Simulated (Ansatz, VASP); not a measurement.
This is a calculation of BN for VASP 6.6.1. The cell is a database's computed one, not the measured one.

Contents of INCAR:

```
SYSTEM = BN
PREC = Accurate
ENCUT = 520
EDIFF = 1E-6
ISMEAR = 0
SIGMA = 0.012
LREAL = .FALSE.
LASPH = .TRUE.
NELM = 80
ALGO = Normal
ISIF = 2
LWAVE = .FALSE.
LCHARG = .FALSE.
GGA = PE
```

Contents of KPOINTS:

```
regular mesh
0
G
  13 13 13
  0 0 0
```

Contents of POSCAR:

```
BN
1.0
    0.0000000000      1.8130010000      1.8130010000
    1.8130010000      0.0000000000      1.8130010000
    1.8130010000      1.8130010000      0.0000000000
N B
1 1
Direct
    0.2500000000      0.2500000000      0.2500000000
    0.0000000000      0.0000000000      0.0000000000
```

Potentials or basis: VASP PAW PBE potentials, release 64 (N, B).

Run with:

```console
$ cat potpaw_PBE.64/N/POTCAR potpaw_PBE.64/B/POTCAR > POTCAR
$ mpirun -np 1 vasp_std > vasp.out
```

Translate it to Ansatz 0.2.0. Potentials or basis there: Ansatz PAW, cutoff 420 eV.

As run (cutoffs and basis follow the program's own potentials, and thresholds, step limits or extra output files can differ):

File input.yaml:

```yaml
crystal:
  lattice:
    - [0.0, 1.813001, 1.813001]
    - [1.813001, 0.0, 1.813001]
    - [1.813001, 1.813001, 0.0]
  atoms:
    - { symbol: "N", position: [0.25, 0.25, 0.25] }
    - { symbol: B, position: [0.0, 0.0, 0.0] }
hamiltonian:
  xc: pbe
  pseudopotentials: { kind: paw }
kpoints:
  mp_grid: { grid: [13, 13, 13] }
scf:
  occupations: { method: gaussian, width: 0.012 }
output:
  forces: true
  stress: true
  eigenvalues: true
```

Potentials or basis: Ansatz PAW.

Command:

```bash
$ ansatz run input.yaml --threads 2 --pin off --max-ram 5632MiB --backend cpu --events-out ev --progress --plain --runs-dir out
```

Both were run:

|  | VASP | Ansatz |
| --- | --- | --- |
| Pressure | -0.2 GPa | -0.4 GPa |

Ansatz's pressure holds a Pulay term of +1.05 GPa for its cutoff of 420 eV, which the other run lacks.

Where Ansatz's input types no cutoff or centring, it takes its own default and a Γ-centred mesh.

Pressure is positive in compression.
